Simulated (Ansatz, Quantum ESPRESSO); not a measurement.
# 2H-MoS2, 1 layer, rectangular cell: the gap along the path at a withheld member of a series

How the rows were computed: Quantum ESPRESSO 7.5, PBE, GBRV ultrasoft. Cell and atoms are first relaxed; each strained cell is then held, the other axis too, and the atoms relax in it. A periodic run with 15 Å of vacuum in the starting cell gives the vacuum levels, and bands follow along a path. The series steps strain along the second axis.

| strain along the second axis | gap along the path (eV) |
| --- | --- |
| -4 % | 1.828 |
| -3 % | 1.852 |
| -2 % | 1.794 |
| -1 % | 1.737 |
| 0 % | 1.663 |
| 1 % | 1.546 |
| 2 % | 1.432 |
| 3 % | 1.323 |

One more run was made and is withheld. What is the gap along the path at 4 %?

By hand: The rows at 2 % and 3 % give a slope of (1.323 − (1.432))/(3 − (2)) = −0.109, so a straight line gives 1.214 eV. A parabola through these and the row at 1 % gives 1.219 eV.

**Check.** 1.219 eV. The line misses by −0.005 and the parabola by 0.000 eV. Both misses are under 5 % of the step from the nearer row.

**Limits.** Semilocal gaps are too small; the 1×1 cell can't ripple over many cells under compression as a free sheet would. No spin-orbit coupling.
